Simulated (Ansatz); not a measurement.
Input of an Ansatz 0.2.0 run:

Contents of input.yaml:

```yaml
crystal:
  lattice:
    - [0.0, 2.82891, 2.82891]
    - [2.82891, 0.0, 2.82891]
    - [2.82891, 2.82891, 0.0]
  atoms:
    - { symbol: Ge, position: [0.75, 0.75, 0.75] }
    - { symbol: Ge, position: [0.5, 0.5, 0.5] }
kpoints:
  mp_grid: { grid: [6, 6, 6] }
  band_path:
    path:
      - [0.0, 0.0, 0.0]
      - [0.5, 0.0, 0.5]
      - [0.5, 0.25, 0.75]
      - [0.375, 0.375, 0.75]
      - [0.0, 0.0, 0.0]
      - [0.5, 0.5, 0.5]
      - [0.625, 0.25, 0.625]
      - [0.5, 0.25, 0.75]
    npoints: 10
scf:
  occupations: { method: fermi_dirac, width: 0.05 }
hamiltonian:
  xc: pbe
  pseudopotentials: { kind: all_electron, lapw: { basis_error: 0.001 } }
magnetization:
  noncollinear: true
  spin_orbit: true
output:
  forces: true
  stress: true
  eigenvalues: true
```

Potentials or basis: all-electron LAPW, relativistic spinors.

The run is started by

```sh
$ ansatz run input.yaml --threads 1 --pin off --max-ram 3072MiB --backend cpu --events-out ev --progress --plain --runs-dir out
```

Q: What does it give for the pressure?

A: 3.7 GPa.

Q: What does it give for the band gap along the path?

A: None (metal or under the smearing width).

Levels at the corners of the path, in eV from the Fermi level:
```csv
point,band 41,band 42,band 43,band 44,band 45,band 46,band 47,band 48
Γ,-0.04,-0.04,0.02,0.02,0.02,0.02,2.32,2.32
X,-3.16,-3.16,-3.16,-3.16,0.67,0.67,0.67,0.67
W,-4.02,-4.02,-3.95,-3.95,4.17,4.17,4.30,4.30
K,-4.42,-4.42,-2.72,-2.72,1.08,1.08,4.00,4.00
Γ,-0.04,-0.04,0.02,0.02,0.02,0.02,2.32,2.32
L,-1.58,-1.58,-1.40,-1.40,0.10,0.10,3.61,3.61
U,-4.42,-4.42,-2.72,-2.72,1.08,1.08,4.00,4.00
W,-4.02,-4.02,-3.95,-3.95,4.17,4.17,4.30,4.30
```

Caveat: the k mesh is thin for a metal, which can move the energy by tens of meV per atom; this crystal is a semiconductor, whose small gap the functional closes, so the metal is an error of the method.

**Experimental background.**

From “Electronic and optical properties of SixGe1-x-ySny alloys lattice-matched to Ge”, 2021, arxiv:2109.02782, for a bulk crystal of Ge at 293 K: band gap 0.666 eV (indirect).

Against the measured gap of Ge, 0.666 eV (indirect; 293 K; “Electronic and optical properties of SixGe1-x-ySny alloys lattice-matched to Ge”, 2021, arxiv:2109.02782), the calculated 0.00 eV is off by -0.67 eV. 3 values of this kind are on record (0.666 to 0.807 eV); this one was drawn at random among those near their median. The value is that of PBE, without temperature or zero-point motion. Semilocal functionals fall short of measured gaps as a rule.
